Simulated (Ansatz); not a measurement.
## SnO2 (Cassiterite): single point with LDA

Crystal: SnO2 (Cassiterite).

```
Sn O
1.0
     4.73800    0.00000    0.00000
     0.00000    4.73800    0.00000
     0.00000    0.00000    3.18650
Sn O
2 4
Direct
  0.50000 0.50000 0.50000
  0.00000 0.00000 0.00000
  0.80710 0.19290 0.50000
  0.69290 0.69290 0.00000
  0.19290 0.80710 0.50000
  0.30710 0.30710 0.00000
```

```
Program             : Ansatz 0.2.0
Task                : single point
Functional          : LDA
Potentials or basis : Ansatz PAW
Cutoff              : 420 eV (not typed: the program's choice for these potentials)
k mesh              : 6 × 6 × 8
Occupations         : gaussian, width 0.1 eV
Spin                : no spin polarisation
```

The pressure is -0.7 GPa. The largest force is 0.155 eV/Å and the band gap on the k mesh is 1.13 eV, direct.

Forces in eV/Å, atoms in the order of the input:
```
Sn   0.000  0.000  0.000
Sn   0.000  0.000  0.000
O   -0.110  0.110  0.000
O    0.110  0.110  0.000
O    0.110 -0.110  0.000
O   -0.110 -0.110  0.000
```

Stress tensor (GPa, compression positive):
```
-1.09  0.00  0.00
 0.00 -1.09  0.00
 0.00  0.00 -0.04
```

Levels at points of the mesh, in eV from the valence-band top:
| k point | band 23 | band 24 | band 25 | band 26 | band 27 | band 28 | band 29 | band 30 |
| --- | --- | --- | --- | --- | --- | --- | --- | --- |
| (0.00, 0.00, 0.00) | -1.26 | -0.80 | -0.80 | 0.00 | 1.13 | 5.91 | 6.11 | 6.11 |
| (0.00, 0.00, -0.50) | -1.70 | -1.70 | -1.28 | -1.28 | 6.02 | 6.02 | 9.52 | 9.52 |
| (0.00, -0.50, 0.00) | -1.22 | -1.22 | -0.65 | -0.65 | 4.28 | 4.28 | 6.84 | 6.84 |
| (0.00, -0.50, -0.50) | -1.13 | -1.13 | -0.72 | -0.72 | 6.29 | 6.29 | 7.85 | 7.85 |
| (-0.50, -0.50, 0.00) | -1.34 | -1.34 | -0.91 | -0.91 | 4.65 | 4.65 | 7.30 | 7.30 |
| (-0.50, -0.50, -0.50) | -1.00 | -1.00 | -0.85 | -0.85 | 4.71 | 4.71 | 8.60 | 8.60 |

Run time: 8.6 s on 2 threads of Intel(R) Xeon(R) Processor @ 2.50GHz (Skylake/Cascade Lake) (shared host), peak memory 0.41 GiB.

Caveat: the pressure holds a Pulay correction of +1.1 GPa for the finite cutoff; spin-orbit coupling is left out, which moves the levels of the heavy elements; the PAW data sets come from PBE, with cores solved anew for the run's functional, which leaves a small shift of forces and pressure. A hybrid or GW would open this gap; LDA tends to underestimate it.
